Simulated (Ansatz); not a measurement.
Predict the output of the script below (Ansatz's Python interface).

`ge_edit.py`:
```python
"""Editing single keys of the input for Ge."""

import logging
import sys

import ansatz as az

logging.basicConfig(stream=sys.stdout, format="%(name)s: %(message)s")
logger = logging.getLogger("run")
logger.setLevel(logging.INFO)


def main() -> None:
    system = (
        az.Lattice.of((1.3971, -2.6005, 0.0), (1.3971, 2.6005, 0.0), (0.0, 0.0, 2.6982))
        .atom("Ge", (0.5, 0.5, 0.0))
    )

    model = (
        system.calculation()
        .functional("pbe")
        .basis(550)
        .kpoints(9, 9, 9)
        .occupations("cold")
        .band_table()
    )
    typed = model.input()
    rows = []
    for value in [1, 2, 3]:
        edited = typed.set(az.key.basis.xc_grid, value)
        summary = az.Session.from_dict(edited).plan().execute().report
        rows.append((value, summary["free_energy_ev"], summary["n_iterations"], len(summary["eigenvalues_ev"][0]) if "eigenvalues_ev" in summary else 0))
    logger.info("       xc grid            F eV      iterations    bands listed")
    for row in rows:
        logger.info(f"{str(row[0]):>14s}  {row[1]:14.5f}  {row[2]:14d}  {row[3]:14d}")


if __name__ == "__main__":
    main()
```

```console
$ python ge_edit.py
run:        xc grid            F eV      iterations    bands listed
run:              1     -4294.74768               5              11
run:              2     -4294.74769               5              11
run:              3     -4294.74769               5              11
```

Notes:
- Absolute energies stand on the zero of these potentials, so only differences at equal settings mean something. A total without «per atom» is that of the cell as typed.
- For a metal this k-point mesh is coarse: on a finer one energies can move by several to tens of meV an atom and pressures by half a GPa or more, differences at one mesh by less.
- This isn't the structure that Ge takes at ambient conditions.
- Finished in 3 s on 1 thread of Intel(R) Xeon(R) 6975P-C (Granite Rapids), with other jobs on the host, peak memory 0.4 GiB.

(Lines on the test bed's own set-up are left out of the output.)
